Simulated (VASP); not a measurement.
# MgI2: electric field gradients with PBE

MgI2:

```
Mg I
1.0
     4.20733    0.00000    0.00000
    -2.10366    3.64365    0.00000
     0.00000    0.00000    7.84975
Mg I
1 2
Cartesian
  0.0000 0.0000 0.0000
  0.0000 2.4291 1.6735
  2.1037 1.2146 6.1763
```

The cell comes from a database or a generator and needn't be the stable form of this composition.

```
Program                : VASP 6.6.1
Task                   : electric field gradients
Functional             : PBE
Potentials or basis    : VASP PAW PBE potentials, release 64 (Mg, I)
Cutoff                 : 520 eV
k mesh                 : 10 × 10 × 5
Occupations            : fermi-dirac, width 0.05 eV
Spin                   : no spin polarisation
Dipole correction      : no
Further INCAR settings : ALGO = Fast; EDIFF = 1e-08; NBANDS = 15
```

```json
{
 "Pressure": "-0.1 GPa",
 "Largest force": "0.012 eV/Å",
 "Band gap on the k mesh": "3.61 eV, indirect (least direct gap 3.71 eV)"
}
```

Forces on the atoms (eV/Å):
```
Mg   0.000  0.000  0.000
I    0.000  0.000 -0.012
I    0.000  0.000  0.012
```

Levels at points of the mesh, in eV from the valence-band top:
| k point | band 5 | band 6 | band 7 | band 8 | band 9 | band 10 | band 11 | band 12 |
| --- | --- | --- | --- | --- | --- | --- | --- | --- |
| (0.00, 0.00, 0.00) | -0.28 | -0.28 | 0.00 | 0.00 | 3.71 | 4.90 | 6.69 | 6.69 |
| (0.50, 0.00, 0.00) | -1.37 | -1.14 | -0.64 | -0.39 | 3.66 | 5.44 | 5.79 | 7.27 |

Electric field gradients, principal values (V/Å²):
```tsv
atom	Vxx	Vyy	Vzz
1 Mg	-0.181	-0.181	0.361
2 I	26.537	26.537	-53.074
3 I	26.537	26.537	-53.074
```

Wall time 46 s on 1 thread of Intel(R) Xeon(R) 6975P-C (Granite Rapids), with other jobs on the host, peak memory 0.3 GiB.

Caveat: spin-orbit coupling is left out, which moves the levels of the heavy elements; an odd mesh through Γ misses points on the zone boundary, where band edges often lie; this functional lacks dispersion, which binds the layers, so the pressure and a relaxed spacing across them are unreliable. PBE gaps usually lie below the measured ones, often by a third to a half.
